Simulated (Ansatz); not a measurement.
This cell of ZnTe (zinc blende) is off equilibrium:

```yaml
crystal:
  lattice:
    - [0.00000, 3.08955, 3.08955]
    - [3.08955, 0.00000, 3.08955]
    - [3.08955, 3.08955, 0.00000]
  atoms:
    - { symbol: Te, position: [0.72378, 0.77622, 0.77622] }
    - { symbol: Zn, position: [0.00000, 0.00000, 0.00000] }
```

Method: PBE (plane waves to 420 eV, PAW, scalar-relativistic; Ansatz, a quantum-chemistry and plane-wave program). k mesh 8×8×8 (Γ-centred), Fermi-Dirac smearing 0.05 eV. The energy includes the smearing's −TS. Stress and pressure are positive under compression. Spin-orbit coupling is left out, though Te is heavy. ZnTe was relaxed with its symmetry unable to fall.

Question: What forces act on the atoms (eV/Å, Cartesian)?

Answer: 
```csv
atom,Fx,Fy,Fz
Te1,-0.720,0.000,0.000
Zn2,0.720,0.000,0.000
```

Question: Give the stress tensor in GPa and the pressure.

Answer: 
```
   0.22     0.00     0.00
   0.00     0.58     1.91
   0.00     1.91     0.58
```
The pressure, a third of the trace, is 0.46 GPa.

Question: In it atom 1 sits (0.162, 0.000, 0.000) Å away from its relaxed site. What is its energy relative to the relaxed cell?

Answer: 58.7 meV/cell.

(For displaced atoms, the force is minus the slope of the energy, and its curvature is a force constant, which sets phonon frequencies.)
